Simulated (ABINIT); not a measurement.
# KCl (Sylvite): G0W0 with ABINIT, start to end

Aim: the G0W0 gap of KCl (Sylvite) on PBE, step by step.

Program: ABINIT 10.8.3. Level of theory: PBE and many-body steps on it, plane waves. Results are calculated unless marked as measured.

**1. The structure**

The structure is cubic, space group Fm-3m (No. 225). The conventional cell has a = 6.293 Å, b = 6.293 Å, c = 6.293 Å, α = 90.00°, β = 90.00°, γ = 90.00°. Nearest to K lie 6 Cl at 3.15 Å. Nearest to Cl lie 6 K at 3.15 Å. Farther neighbours and most contacts between anions are not listed.

The cell and positions come from the Crystallography Open Database and are kept as given unless a step says otherwise.

**2. Ground state**

This step: ABINIT 10.8.3; DFT, PBE, plane waves, norm-conserving pseudopotentials.

The ground-state density comes first.

Contents of run.abi:

```
acell 3*1.0 Angstrom
rprim 
  -0.000000000000 3.146470000000 3.146470000000
  3.146470000000 0.000000000000 3.146470000000
  3.146470000000 3.146470000000 -0.000000000000
ntypat 2
znucl 19 17
natom 2
typat 1 2
xred 
  0.000000000000 0.000000000000 0.000000000000
  0.500000000000 0.500000000000 0.500000000000
pp_dirpath "pseudos"
pseudos "K.upf, Cl.upf"
ecut 33
ngkpt 6 6 6
nshiftk 1
shiftk 0 0 0
kptopt 1
chksymbreak 0
nband 13
occopt 1
tolvrs 1e-10
nstep 60
prtwf 0
optforces 0
optstress 0
indata_prefix "in"
outdata_prefix "out"
tmpdata_prefix "tmp"
```

Command:

```console
OMP_NUM_THREADS=1 mpirun -n 8 abinit run.abi > log
```

Numbers of over 12 decimals in the logs are rounded to 6 here.

What it wrote:

```text
.Version 10.8.3 of ABINIT. v10.8.2 released Aug 2026.

 Symmetries : space group Fm -3 m (#225); Bravais cF (face-center cubic)
================================================================================
 Values of the parameters that define the memory need of the present run
     intxc =       0    ionmov =       0      iscf =       7    lmnmax =       6
     lnmax =       6     mgfft =      45  mpssoang =       3    mqgrid =    3001
     natom =       2  nloc_mem =       1    nspden =       1   nspinor =       1
    nsppol =       1      nsym =      48    n1xccc =    2501    ntypat =       2
    occopt =       1   xclevel =       2
-    mband =          13        mffmem =           1         mkmem =           2
       mpw =        3823          nfft =       91125          nkpt =          16
================================================================================
  Rough estimation (10% accuracy) of disk space for files :
================================================================================

--------------------------------------------------------------------------------
------------- Echo of variables that govern the present computation ------------
--------------------------------------------------------------------------------
 -outvars: echo values of preprocessed input variables --------
            acell      1.8897261259E+00  1.8897261259E+00  1.8897261259E+00 Bohr

      chksymbreak           0
             ecut      3.30000000E+01 Hartree
-          fftalg         312

              ixc     -101130
              kpt      0.00000000E+00  0.00000000E+00  0.00000000E+00
                       1.66666667E-01  0.00000000E+00  0.00000000E+00
                       3.33333333E-01  0.00000000E+00  0.00000000E+00
                       5.00000000E-01  0.00000000E+00  0.00000000E+00
                       1.66666667E-01  1.66666667E-01  0.00000000E+00
                       3.33333333E-01  1.66666667E-01  0.00000000E+00
                       5.00000000E-01  1.66666667E-01  0.00000000E+00
                      -3.33333333E-01  1.66666667E-01  0.00000000E+00
                      -1.66666667E-01  1.66666667E-01  0.00000000E+00
   [... 5 further rows ...]
                      -3.33333333E-01  3.33333333E-01  1.66666667E-01
                      -3.33333333E-01  5.00000000E-01  1.66666667E-01
         kptrlatt        6    0    0      0    6    0      0    0    6
          kptrlen      5.04531993E+01
P           mkmem           2
            natom           2
            nband          13
            ngfft          45      45      45
             nkpt          16
            nstep          60
             nsym          48
           ntypat           2
              occ      2.000000  2.000000  2.000000  2.000000  2.000000  2.000000
                       2.000000  2.000000  0.000000  0.000000  0.000000  0.000000
                       0.000000
        optforces           0
        optstress           0
            prtwf           0
            rprim     -0.0000000000E+00  3.1464700000E+00  3.1464700000E+00
[...]
spgroup         225

           tolvrs      1.00000000E-10

             xred      0.0000000000E+00  0.0000000000E+00  0.0000000000E+00
[...]
znucl       19.00000   17.00000

================================================================================

 chkinp: Checking input parameters for consistency.

================================================================================
== DATASET  1 ==================================================================
-   mpi_nproc: 8, omp_nthreads: 1 (-1 if OMP is not activated)

--- !DatasetInfo
iteration_state: {dtset: 1, }
dimensions: {natom: 2, nkpt: 16, mband: 13, nsppol: 1, nspinor: 1, nspden: 1, mpw: 3823, }
cutoff_energies: {ecut:  33.0, pawecutdg:  -1.0, }
electrons: {nelect:   1.60000000E+01, charge:   0.00000000E+00, occopt:   1.00000000E+00, tsmear:   1.00000000E-02, }

 Real(R)+Recip(G) space primitive vectors, cartesian coordinates (Bohr,Bohr^-1):
 R(1)=  0.0000000  5.9459666  5.9459666  G(1)= -0.0840906  0.0840906  0.0840906
 R(2)=  5.9459666  0.0000000  5.9459666  G(2)=  0.0840906 -0.0840906  0.0840906
 R(3)=  5.9459666  5.9459666  0.0000000  G(3)=  0.0840906  0.0840906 -0.0840906
 Unit cell volume ucvol=  4.2043357E+02 bohr^3
 Angles (23,13,12)=  6.00000000E+01  6.00000000E+01  6.00000000E+01 degrees

 getcut: wavevector=  0.0000  0.0000  0.0000  ngfft=  45  45  45
         ecut(hartree)=     33.000   => boxcut(ratio)=   2.02345

--- Pseudopotential description ------------------------------------------------
- K Generated using ONCVPSP code by D. R. Hamann
- 19.00000   9.00000  171031                  znucl, zion, pspdat
12 -101130 2 -1 2222                          pspcod,pspxc,lmax,lloc,mmax
     nproj     2     2     2
  pspatm : epsatm=    8.42413758
         --- l  ekb(1:nproj) -->
[...]
pspatm: atomic psp has been read  and splines computed

- Cl Generated using ONCVPSP code by D. R. Hamann
- 17.00000   7.00000  171031                  znucl, zion, pspdat
12 -101130 2 -1 1028                          pspcod,pspxc,lmax,lloc,mmax
     nproj     2     2     2
  pspatm : epsatm=    9.12776517
         --- l  ekb(1:nproj) -->
[...]
2   -2.938609   -0.805455
 pspatm: atomic psp has been read  and splines computed

   2.80830444E+02                                ecore*ucvol(ha*bohr**3)
--------------------------------------------------------------------------------

_setup2: Arith. and geom. avg. npw (full set) are    3805.801    3805.789

================================================================================

--- !BeginCycle
iteration_state: {dtset: 1, }
solver: {iscf: 7, nstep: 60, nline: 4, wfoptalg: 0, }
tolerances: {tolvrs: 1.00E-10, }

     iter   Etot(hartree)      deltaE(h)  residm     vres2
 ETOT  1  -46.572690663610    -4.657E+01 7.370E-02 1.561E+02
 ETOT  2  -46.596654800576    -2.396E-02 9.852E-03 1.309E+01
 ETOT  3  -46.598321616511    -1.667E-03 3.702E-03 1.157E+00
 ETOT  4  -46.598367069413    -4.545E-05 3.358E-03 6.410E-02
 ETOT  5  -46.598368205033    -1.136E-06 1.372E-03 9.405E-04
 ETOT  6  -46.598368229972    -2.494E-08 1.022E-03 8.148E-06
 ETOT  7  -46.598368230966    -9.940E-10 1.084E-03 5.356E-07
 ETOT  8  -46.598368231012    -4.535E-11 5.155E-04 5.823E-09
 ETOT  9  -46.598368231013    -9.521E-13 5.050E-04 3.055E-10
 ETOT 10  -46.598368231013    -3.908E-13 2.059E-04 2.537E-12

 At SCF step   10       vres2   =  2.54E-12 < tolvrs=  1.00E-10 =>converged.

--- !ResultsGS
iteration_state: {dtset: 1, }
comment   : Summary of ground state results
lattice_vectors:
- [ -0.0000000,   5.9459666,   5.9459666, ]
- [  5.9459666,   0.0000000,   5.9459666, ]
- [  5.9459666,   5.9459666,  -0.0000000, ]
lattice_lengths: [   8.40887,    8.40887,    8.40887, ]
lattice_angles: [ 60.000,  60.000,  60.000, ] # degrees, (23, 13, 12)
lattice_volume:   4.2043357E+02
convergence: {deltae: -3.908E-13, res2:  2.537E-12, residm:  2.059E-04, diffor:  0.000E+00, }
etotal    :  -4.65983682E+01
entropy   :   0.00000000E+00
fermie    :  -8.50435789E-03
cartesian_stress_tensor: null
pressure_GPa: null
xred      :
- [  0.0000E+00,   0.0000E+00,   0.0000E+00,  K]
- [  5.0000E-01,   5.0000E-01,   5.0000E-01, Cl]
cartesian_forces: null
force_length_stats: {min: null, max: null, mean: null, }

 Integrated electronic density in atomic spheres:
 ------------------------------------------------
 Atom  Sphere_radius  Integrated_density
    1        2.00000          6.91065232
    2        2.00000          5.11724944
================================================================================

 ----iterations are completed or convergence reached----

 Mean square residual over all n,k,spin=   31.548E-07; max=  20.590E-05
 reduced coordinates (array xred) for    2 atoms
       0.000000000000      0.000000000000      0.000000000000
       0.500000000000      0.500000000000      0.500000000000
 rms dE/dt=  0.0000E+00; max dE/dt=  0.0000E+00; dE/dt below (all hartree)
    1       0.000000000000      0.000000000000      0.000000000000
    2       0.000000000000      0.000000000000      0.000000000000

 cartesian coordinates (angstrom) at end:
    1      0.000000     0.000000     0.000000
    2      3.146470     3.146470     3.146470
 length scales=  1.889726125908  1.889726125908  1.889726125908 bohr
              =  1.000000000000  1.000000000000  1.000000000000 angstroms
 prteigrs : about to open file out_EIG
 Fermi (or HOMO) energy (hartree) =  -0.00850   Average Vxc (hartree)=  -0.28070
 Eigenvalues (hartree) for nkpt=  16  k points:
 kpt#   1, nband= 13, wtk=  0.00463, kpt=  0.0000  0.0000  0.0000 (reduced coord)
  -1.00793   -0.45382   -0.40010   -0.40010   -0.40010   -0.00850   -0.00850   -0.00850
   0.18221    0.29896    0.29896    0.29896    0.33049
 prteigrs : prtvol=0 or 1, do not print more k-points.

--- !EnergyTerms
iteration_state     : {dtset: 1, }
comment             : Components of total free energy in Hartree
kinetic             :  1.59178987439100E+01
hartree             :  9.94220084210067E+00
xc                  : -1.09376488268509E+01
Ewald energy        : -3.08334400012199E+01
psp_core            :  6.67954381446766E-01
local_psp           : -3.77938247955483E+01
non_local_psp       :  6.43849142514877E+00
total_energy        : -4.65983682310129E+01
total_energy_eV     : -1.26800619636654E+03
band_energy         : -5.47274576955950E+00

== END DATASET(S) ==============================================================
================================================================================

 -outvars: echo values of variables after computation  --------
           etotal     -4.6598368231E+01
            nband          13
             nkpt          16
          spgroup         225
 [... the other variables as echoed above ...]

 Calculation completed.
```

Elapsed: 10 s, on 8 MPI ranks of Intel Xeon Platinum 8375C at 2.90GHz (Ice Lake), shared host; peak memory 0.73 GiB; 80 s of CPU time.

Numbers from this step:

| Item | Value |
| --- | --- |
| total energy | -1268.0062 eV |
| gap | 5.189 eV |
| k of the valence top | 0, 0, 0 |
| k of the conduction bottom | 0, 0, 0 |
| least direct gap | 5.189 eV |

The gap is direct, at Γ.

(Part 1 of 3 ends here.)

[Paths, hosts, dates, memory and timing lines, banners, echoed tables and standing remarks are left out of the program output.]

[Logs are printed without paths, hosts, clocks, repeated set-up lines and the standing remarks that a program may print on its own settings, such as how far it seeks lower states.]

[Runs of the session that timed out or met a known fault of the program may be left out.]

[Hosts, paths, dates, database ids (printed as entryN), source tags and the programs' standing remarks are cut or masked in the printed files.]

[G0W0 gaps are taken among the corrected bands and points alone; a level outside them can change the order at an edge.]

[Where Ansatz stands beside ABINIT at settings called matched, ABINIT's density can come from a denser mesh and the files from another edition; pairs whose starting gaps differed by over 0.03 eV were left out, so agreement reads better than it is.]
